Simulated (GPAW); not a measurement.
Crystal: TiTe2.

```
Te Ti
1.0
     3.77700    0.00000    0.00000
    -1.88850    3.27098    0.00000
     0.00000    0.00000    6.49800
Te Ti
2 1
Direct
  0.33333 0.66667 0.73720
  0.66667 0.33333 0.26280
  0.00000 0.00000 0.00000
```

Base run:

```yaml
Program: GPAW 26.7.0
Functional: PBEsol
Potentials_or_basis: PAW data sets generated in the run's folder for this functional
Cutoff: 600 eV
Basis: pw
k_mesh: 8 × 8 × 4
Occupations: fermi-dirac, width 0.05 eV
Spin: no spin polarisation
```

Its results: pressure -2.6 GPa; largest force 0.126 eV/Å.

Q: The run is repeated on the same cell with these changes: functional from PBEsol to LDA; k mesh from 8 × 8 × 4 to 6 × 6 × 3. What comes out?

A: Pressure -4.6 GPa; largest force 0.379 eV/Å.

Several settings changed at once, so the effect can't be laid on one alone.

Caveats: this functional lacks dispersion, which binds the layers, so the pressure and a relaxed spacing across them are unreliable (some runs).

Not every run made on this cell is shown here.
